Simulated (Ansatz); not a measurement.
Runs of Ansatz 0.2.0 on TiO2 (Anatase). The structure is tetragonal, space group I4_1/amd (No. 141). The conventional cell has a = 3.784 Å, b = 3.784 Å, c = 9.515 Å, α = 90.00°, β = 90.00°, γ = 90.00°. Ti (site symmetry -4m2) has 6 O at 1.93 to 1.98 Å as nearest neighbours. Around O (site symmetry 2mm) lie 3 Ti at 1.93 to 1.98 Å. 

```tsv
task	level	potentials or basis	cell	k mesh	cutoff (eV)	gap on the mesh (eV)	pressure (GPa)	V0 of scaled cells (Å³/atom)	relaxed volume (Å³/atom)	B0 (GPa)	largest force (eV/Å)
relaxation of cell and atoms	rPW86-PBE+rVV10	Ansatz PAW	relaxed	10 × 10 × 10	420	2.05	0.0	-	11.74	-	0.01
single point	PBE-EpsX	Ansatz PAW	as given	6 × 6 × 6	420	(a)	(b)	-	-	-	0.06
relaxation of cell and atoms	PBEsol+D3(BJ)	Ansatz PAW	relaxed	10 × 10 × 10	420	(d)	0.0	-	11.14	-	-
equation of state	BLYP	Ansatz PAW	as given	10 × 10 × 10	420	-	-	11.90	-	197	-
single point	PBE	Ansatz PAW	as given	7 × 7 × 7	420	(c)	5.2	-	-	-	0.10
equation of state	LDA	JTH PAW LDA	as given	10 × 10 × 10	1380	-	-	11.04	-	237	-
```

Alike in all rows: no spin polarisation; smearing fermi-dirac 0.05 eV.

Problem. Fill in the values left out.

Solution. (a) 3.48; (b) 0.6; (c) 2.12; (d) 2.10.

Caveats: the PAW data sets come from PBE, with cores solved anew for the run's functional, which leaves a small shift of forces and pressure (some runs); the plane-wave basis is chosen anew once the cell has moved, so the energies of steps on either side of that aren't comparable (some runs); the cell was scaled at fixed shape and fractional positions, which overstates the stiffness of a crystal with free parameters, most of all of layers and chains (some runs); the thresholds are loose for stress (some runs); the potentials were made for another functional, which shifts forces and pressure (some runs); odd divisions of the mesh miss points on the zone boundary, where band edges often lie, so the gap on the mesh can be too wide (some runs).

A k mesh can miss the band edges.
